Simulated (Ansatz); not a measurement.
Wanted: the native input for an Ansatz 0.2.0 run.

```
Task                  : relaxation of cell and atoms
Functional            : PBEsol
Potentials or basis   : Ansatz PAW
Cutoff                : 420 eV (not typed: the program's choice for these potentials)
k mesh                : 10 × 10 × 6
Occupations           : fermi-dirac, width 0.05 eV
Spin                  : no spin polarisation
Target pressure       : 5 GPa
Target pressure (GPa) : 5
```

The system is Ta2N.

```
Ta N
1.0
     3.11286    0.00000    0.00000
    -1.55643    2.69582    0.00000
     0.00000    0.00000    4.86984
Ta N
2 1
Direct
  0.33333 0.66667 0.25471
  0.66667 0.33333 0.74529
  0.00000 0.00000 0.00000
```

The cell comes from a database or a generator and needn't be the stable form of this composition.

One way to write it, as run:

input.yaml

```yaml
crystal:
  lattice:
    - [3.112861506, 0.0, 0.0]
    - [-1.556430753, 2.6958171426, 0.0]
    - [0.0, 0.0, 4.869841]
  atoms:
    - { symbol: Ta, position: [0.3333333333, 0.6666666667, 0.254711] }
    - { symbol: Ta, position: [0.6666666667, 0.3333333333, 0.745289] }
    - { symbol: "N", position: [0.0, 0.0, 0.0] }
hamiltonian:
  xc: pbesol
  pseudopotentials: { kind: paw }
kpoints:
  mp_grid: { grid: [10, 10, 6] }
scf:
  occupations: { method: fermi_dirac, width: 0.05 }
output:
  forces: true
  stress: true
  eigenvalues: true
  write_density: true
  write_potential: true
  elf: true
  volumetric_format: npy
relax:
  f_tol: 0.01
  max_steps: 40
  cell: { stress_tol: 0.05, p_target: 5.0 }
```

Potentials or basis: Ansatz PAW.

The run is started by

```console
$ ansatz run input.yaml --threads 2 --pin off --max-ram 5632MiB --backend cpu --events-out ev --progress --plain --runs-dir out
```

Results of the run:

```
Relaxed volume                                         : 12.97 Å³/atom
Relaxed cell                                           : a = 3.056 Å, b = 3.056 Å, c = 4.813 Å, α = 90.00°, β = 90.00°, γ = 120.00°
Space group after relaxing (to 0.05 Å)                 : P-3m1 (No. 164)
Energy change on relaxing (the enthalpy is what falls) : -9.5 meV/atom
Ionic steps                                            : 8
Pressure after relaxing                                : 5.0 GPa
Band gap on the k mesh                                 : none (metal or under the smearing width)
```

Caveat: the plane-wave basis is chosen anew once the cell has moved, so the energies of steps on either side of that aren't comparable; the pressure holds a Pulay correction of +0.3 GPa for the finite cutoff; the PAW data sets come from PBE, with cores solved anew for the run's functional, which leaves a small shift of forces and pressure.

It took 33 s on 2 threads of Intel(R) Xeon(R) Processor @ 2.50GHz (Skylake/Cascade Lake), on a shared host, peak memory 0.4 GiB.
